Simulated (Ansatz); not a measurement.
The band gap of Si, sorted by core time

**What was measured.** The band gap of Si (Fd-3m) is reported as 1.1 eV (arxiv:1111.5263). The runs below try to reproduce it.

Symmetry: Fd-3m, No. 227, cubic system. The conventional cell has a = 5.444 Å, b = 5.444 Å, c = 5.444 Å, α = 90.00°, β = 90.00°, γ = 90.00°. Around Si (site symmetry -43m) lie 4 Si at 2.36 Å.

```tsv
rung	level	program and potentials	cutoff (eV)	k mesh	task	core time	chip	band gap (eV)	miss (eV)	notes
GGA	PBE	Ansatz, Ansatz PAW	420	8 × 8 × 8	band structure	0.97 s	AMD EPYC 9B45 Zen 5	0.58	-0.52	from the band path
LDA	LDA	Ansatz, Ansatz PAW	420	8 × 8 × 8	band structure	1.4 s	Intel Xeon Platinum 8488C Sapphire Rapids	0.48	-0.62	potentials made for PBE, which Ansatz adapts in part; from the band path
GGA	PBEsol	Ansatz, Ansatz PAW	420	8 × 8 × 8	band structure	1.5 s	Intel Xeon Platinum 8488C Sapphire Rapids	0.47	-0.63	potentials made for PBE, which Ansatz adapts in part; from the band path
GGA	PBE	Ansatz, Ansatz PAW polarizable	420	8 × 8 × 8	band structure	2 s	Arm Neoverse V1	0.58	-0.52	from the band path
GGA	BLYP	Ansatz, Ansatz PAW	420	8 × 8 × 8	band structure	2.3 s	Intel Xeon	0.81	-0.29	potentials made for PBE, which Ansatz adapts in part; from the band path
LDA	LDA	Ansatz, Ansatz PAW	420	6 × 6 × 6	elastic constants	8.9 s	Intel Xeon	0.61	-0.49	potentials made for PBE, which Ansatz adapts in part; mesh may miss the edge
GGA	PBEsol	Ansatz, Ansatz PAW	420	6 × 6 × 6	elastic constants	10 s	Intel Xeon	0.60	-0.50	potentials made for PBE, which Ansatz adapts in part; mesh may miss the edge; far from this level's other runs, on another mesh
GGA	PBE	Ansatz, Ansatz PAW	420	6 × 6 × 6	phonons	23 s	Intel Xeon	0.72	-0.38	mesh may miss the edge
G0W0	G0W0 on PBE	Ansatz, Ansatz PAW	420	6 × 6 × 6	G0W0 quasiparticle levels	24 s	AMD EPYC 7R13 Zen 3	1.23	+0.13	bands, basis or mesh of the many-body step not converged; response cutoff 220 eV, bands 298
hybrid	HSEsol	Ansatz, Ansatz PAW	420	5 × 5 × 5	band structure	2 min	AMD EPYC 7B13 Zen 3	1.09	-0.01	potentials made for PBE, which Ansatz adapts in part
hybrid	HISS	Ansatz, Ansatz PAW	420	5 × 5 × 5	band structure	2.3 min	AMD EPYC 7R43 Zen 3	1.44	+0.34	potentials made for PBE, which Ansatz adapts in part
hybrid	PBEsol0	Ansatz, Ansatz PAW	420	5 × 5 × 5	band structure	2.7 min	Intel Xeon Platinum 8259CL Skylake/Cascade Lake	1.74	+0.64	potentials made for PBE, which Ansatz adapts in part
```

Times are single runs on shared hosts and different chips, so they are rough; meshes, cutoffs and the tasks' sizes weigh on the time. All rows: no spin polarisation. Gaps are the least found on the k mesh or the band path, and a mesh can miss the band edges. The cell comes from a database and isn't always the measured one. Meshes differ between rows, which moves values too. All levels ran on this one cell, unrelaxed unless noted. Meshes are those of the run's cell of 2 atoms unless a note names another. Misses use the values as printed. Runs on faulty files, with rough fits or with known faults for this quantity aren't shown. No row holds spin-orbit coupling.

By rung: LDA 0.48 to 0.61; GGA 0.47 to 0.81; hybrid 1.09 to 1.74; G0W0 on coarse settings 1.23 (eV). Measured: 1.1 eV (arxiv:1111.5263). Closest, coarse meshes and atomic bases left aside, is HSEsol (-0.01 eV), and PBE misses by -0.52 to -0.38 eV on plain settings. LDA and GGA gaps fall short mostly because these functionals lack the derivative discontinuity; the runs are for a static lattice, while measurements hold temperature and zero-point motion.

The hybrid results depend on how exchange is screened as much as on whether it is included. Silicon's valence electrons are highly polarisable and strongly weaken the long-range exchange interaction. HSEsol cuts off that long-range part and gives 1.09 eV, while PBEsol0 keeps it unscreened and opens the gap to 1.74 eV. PBEsol0 therefore overshoots by about as much as PBEsol falls short, and the longest run listed is no more accurate than the quick ones.

Among the band-path runs, PBEsol stays next to LDA because its gradient correction to exchange is weaker than that of PBE. The larger BLYP gap probably reflects its different gradient dependence rather than a better account of quasiparticle energies.

The conduction minimum lies along the line from Γ to X, not at a symmetry point, which explains why PBE gives 0.58 eV on the path but 0.72 eV on a mesh. The near-exact HSEsol match may likewise owe something to sampling, so it doesn't by itself establish that functional's accuracy.
